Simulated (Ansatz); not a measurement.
**MgO (P6_3/mmc)**

These are results of DFT PBE, scalar-relativistic, plane waves, PAW in Ansatz 0.2.0, not measurements.

Plane waves to 420 eV, a k mesh through Γ of 12×12×4 on the computed 8-atom cell and Gaussian smearing (0.02 eV); no spin polarisation.

The structure is relaxed at this level of theory with its symmetry kept, and needn't be the ground state of this composition.

```
Mg O
1.0
     2.98199    0.00000    0.00000
    -1.49100    2.58248    0.00000
     0.00000    0.00000   10.07771
Mg O
4 4
Cartesian
  1.4910 0.8608 8.8488
  0.0000 1.7217 1.2289
  0.0000 1.7217 3.8099
  1.4910 0.8608 6.2678
  0.0000 0.0000 0.0000
  0.0000 0.0000 5.0389
  1.4910 0.8608 2.5194
  0.0000 1.7217 7.5583
```

```json
{
 "Space group": "P6_3/mmc (No. 194)",
 "Volume per atom": "65.5 bohr³",
 "Formation energy from the elements' standard states (uncorrected)": "-2.609 eV/atom",
 "Kohn–Sham band gap": "4.17 eV, direct at Γ",
 "Orbital (Löwdin) character of the top 1 eV of the valence band": "O 2p 98 %",
 "Orbital (Löwdin) character of the lowest 1 eV of the conduction band": "Mg 3s 55 %, O 2s 34 %, O 2p 10 %",
 "Electron masses at the edge by direction of the standard setting (m_e; one valley, along these axes only; no spin-orbit coupling)": "x: 0.34; y: 0.34; z: 0.33",
 "Hole masses at the edge by direction of the standard setting (m_e; one valley, along these axes only; no spin-orbit coupling)": "x: 3.2, 0.37; y: 3.2, 0.36; z: 5.9, 5.9",
 "Bader charge by site (e)": "Mg (4 in the cell) 1.71, O (2 in the cell) -1.72, O (2 in the cell) -1.70"
}
```

The cell was found from a structure generator's guess, not taken from experiment. Kohn–Sham gaps at this level usually fall short of measured ones. Löwdin shares on free-atom orbitals overweight diffuse shells in the empty bands.
